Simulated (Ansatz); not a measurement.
## Au: changing spin-orbit coupling

```cif
data_structure
_symmetry_space_group_name_H-M 'P 1'
_symmetry_Int_Tables_number 1
_cell_length_a 2.8779
_cell_length_b 2.8779
_cell_length_c 2.8779
_cell_angle_alpha 60.000
_cell_angle_beta 60.000
_cell_angle_gamma 60.000
_cell_volume 16.85
loop_
_atom_site_label
_atom_site_type_symbol
_atom_site_fract_x
_atom_site_fract_y
_atom_site_fract_z
_atom_site_occupancy
Au1 Au 0.00000 0.00000 0.00000 1
```

Kept alike: task band structure; functional PBEsol; k mesh 11 × 11 × 11; occupations fermi-dirac, width 0.05 eV. Program: Ansatz, Ansatz PAW, cutoff 420 eV. The mesh is that of the run's cell of 1 atom.

```csv
spin-orbit coupling,pressure (GPa)
off,1.68
on,0.18
```

Pressure is positive in compression, with a Pulay correction for the finite cutoff. For a metal such a mesh leaves the last digits unconverged. All rows use potentials made for PBE.

Task: What does spin-orbit coupling change here?

Result: The pressure runs from 0.18 (on) to 1.68 GPa (off).

At this fixed volume, spin-orbit coupling removes most of the residual compression, lowering the pressure from 1.68 to 0.18 GPa. The cell is therefore close to mechanical equilibrium with the coupling included, whereas without it the crystal would tend to expand. Spin-orbit coupling thus favours a slightly smaller equilibrium volume and adds a little to the cohesion at this spacing.

The likely origin is the 5d shell. It is nominally full in gold, so a pure splitting of its levels would largely cancel in the total energy. In the metal, however, the 5d bands hybridise with the 6s and 6p states. Spin-orbit coupling shifts the upper d states towards the Fermi level and changes this mixing, which probably strengthens the d contribution to bonding. The effect is distinct from the scalar-relativistic contraction of the 6s shell, which accounts for much of gold's short bonds and strong cohesion. Pressures at a single volume give the direction of the change in lattice constant, but not its size without the compressibility.
